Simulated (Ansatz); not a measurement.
## AlRu (Pm-3m), an elastic constant from a strain scan

Computed with DFT PBEsol, scalar-relativistic, plane waves, PAW (Ansatz). Settings: plane waves to 420 eV, k-mesh 20×20×20 (Γ-centred), Gaussian smearing 0.15 eV. No spin polarisation. Energies are free energies at this smearing, counted from the undisturbed cell; pressure is positive in compression.

Zero of the scan (relaxed at this level; it needn't be the usual structure):

```
Al Ru
1.0
     2.97641    0.00000    0.00000
     0.00000    2.97641    0.00000
     0.00000    0.00000    2.97641
Al Ru
1 1
Direct
  0.00000 0.00000 0.00000
  0.50000 0.50000 0.50000
```

The cell is strained by ε times the Voigt pattern (1, -1, 0, 0, 0, 0) (xx, yy, zz, yz, xz, xy; engineering shear) with fractional coordinates fixed. The cell holds 2 atoms in V0 = 26.37 Å³. The stress column is τ = (1/V0) dE/dε, got from the stress tensor σ (compression positive) at each point as −det(1 + εP) σ : P(1 + εP)⁻¹, with P the pattern as a tensor.

```
      ε  ΔE (meV/atom)  τ (GPa)
-0.1312        282.229  -50.710
-0.1125        205.719  -47.364
-0.0937        139.290  -38.387
-0.0750         87.061  -29.590
-0.0562         47.749  -21.331
-0.0375         20.854  -13.734
-0.0187          5.122   -6.685
 0.0000          0.000    0.000
 0.0187          5.122    6.685
 0.0375         20.854   13.734
 0.0562         47.749   21.331
 0.0750         87.061   29.590
 0.0937        139.290   38.387
 0.1125        205.719   47.364
 0.1312        282.229   50.710
 0.1500              ?        ?
```

**Question.** Which combination of elastic constants does this scan measure, and how large is it?

**Answer.** For small ε, τ = τ0 + Kε with K = pᵀCp, which for this pattern is 2(C11 − C12) in the cubic axes. The parabola through τ at ε = -0.0187, 0 and 0.0187 has slope K = 358 GPa at zero. The energies per cell, E = NΔE, of the same two points give K = 2[E(ε₊)/ε₊ − E(ε₋)/ε₋]/[(ε₊ − ε₋)V0] = 356 GPa, in agreement.

**Question.** Predict the withheld row at ε = 0.1500 from the harmonic law, and compare.

**Answer.** ΔE = V0(τ0 ε + Kε²/2)/N = 330.957 meV/atom and τ = 53.63 GPa. The calculation gives 361.105 meV/atom and 51.56 GPa: the energy lies 9 % above the harmonic value.

In a metal these slopes depend on the k mesh and the smearing.